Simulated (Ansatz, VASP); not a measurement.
**Two plane-wave programs on SnO2 (Cassiterite)**

INCAR

```
SYSTEM = SnO2
PREC = Accurate ; ENCUT = 520
EDIFF = 1E-6 ; ISMEAR = -1
SIGMA = 0.05 ; LREAL = .False.
LASPH = .True. ; NELM = 100
ALGO = Normal ; ISIF = 2
LWAVE = .False. ; LCHARG = .True.
GGA = RP ; LELF = .True.
LVHAR = .True. ; NBANDS = 35
```

Contents of KPOINTS:

```
Automatic mesh
0
Gamma
  6 6 8
  0 0 0
```

Contents of POSCAR:

```
SnO2
1.0
    4.7380000000      0.0000000000      0.0000000000
    0.0000000000      4.7380000000      0.0000000000
    0.0000000000      0.0000000000      3.1865000000
Sn O
2 4
Direct
    0.5000000000      0.5000000000      0.5000000000
    0.0000000000      0.0000000000      0.0000000000
    0.8071000000      0.1929000000      0.5000000000
    0.6929000000      0.6929000000      0.0000000000
    0.1929000000      0.8071000000      0.5000000000
    0.3071000000      0.3071000000      0.0000000000
```

The input input.yaml:

```yaml
crystal:
  lattice:
    - [4.738, 0.0, 0.0]
    - [0.0, 4.738, 0.0]
    - [0.0, 0.0, 3.1865]
  atoms:
    - { symbol: Sn, position: [0.5, 0.5, 0.5] }
    - { symbol: Sn, position: [0.0, 0.0, 0.0] }
    - { symbol: O, position: [0.8071, 0.1929, 0.5] }
    - { symbol: O, position: [0.6929, 0.6929, 0.0] }
    - { symbol: O, position: [0.1929, 0.8071, 0.5] }
    - { symbol: O, position: [0.3071, 0.3071, 0.0] }
hamiltonian:
  xc: rpbe
  pseudopotentials: { kind: paw }
kpoints:
  mp_grid: { grid: [6, 6, 8] }
  band_path:
    path:
      - [[0.0, 0.0, 0.0], [0.0, 0.5, 0.0], [0.5, 0.5, 0.0], [0.0, 0.0, 0.0], [0.0, 0.0, 0.5], [0.0, 0.5, 0.5], [0.5, 0.5, 0.5], [0.0, 0.0, 0.5]]
      - [[0.0, 0.5, 0.0], [0.0, 0.5, 0.5]]
      - [[0.5, 0.5, 0.0], [0.5, 0.5, 0.5]]
    npoints: 14
scf:
  occupations: { method: fermi_dirac, width: 0.05 }
  n_extra_bands: 15
output:
  forces: true
  stress: true
  eigenvalues: true
  fatbands: false
```

Alike in both runs: functional RPBE; k mesh 6 × 6 × 8; occupations fermi-dirac, width 0.05 eV; no spin polarisation.

|  | VASP | Ansatz |
| --- | --- | --- |
| version | VASP 6.6.1 | Ansatz 0.2.0 |
| potentials or method | VASP PAW PBE potentials, release 64 (Sn_d, O) | Ansatz PAW |
| plane-wave cutoff (eV) | 520 | 420 |
| valence electrons in the cell | 52 | 52 |
| task | single point | band structure |

|  | VASP | Ansatz | Ansatz less VASP |
| --- | --- | --- | --- |
| gap on the k mesh at the Fermi level (eV) | 1.36 | 1.37 | +0.011 |
| least direct gap on the mesh (eV) | 1.36 | 1.37 | +0.011 |
| pressure (GPa) | 16.0 | 15.4 | -0.66 |
| largest component of the traceless stress (GPa) | 2.34 | 2.12 | -0.215 |
| rms of the force components (eV/Å) | 0.154 | 0.145 | -0.0093 |

Atom by atom the forces differ by 0.009 eV/Å (rms over components).

Caveats: so large a pressure means that the cell lies far from this level's equilibrium, or that cutoff or potentials fall short; spin-orbit coupling is left out, which moves the levels of the heavy elements; the potentials were made for another functional, which shifts forces and pressure (VASP); the pressure holds a Pulay correction of +0.8 GPa for the finite cutoff (Ansatz); the PAW data sets come from PBE, with cores solved anew for the run's functional, which leaves a small shift of forces and pressure (Ansatz). A hybrid or GW would open this gap; RPBE tends to underestimate it.
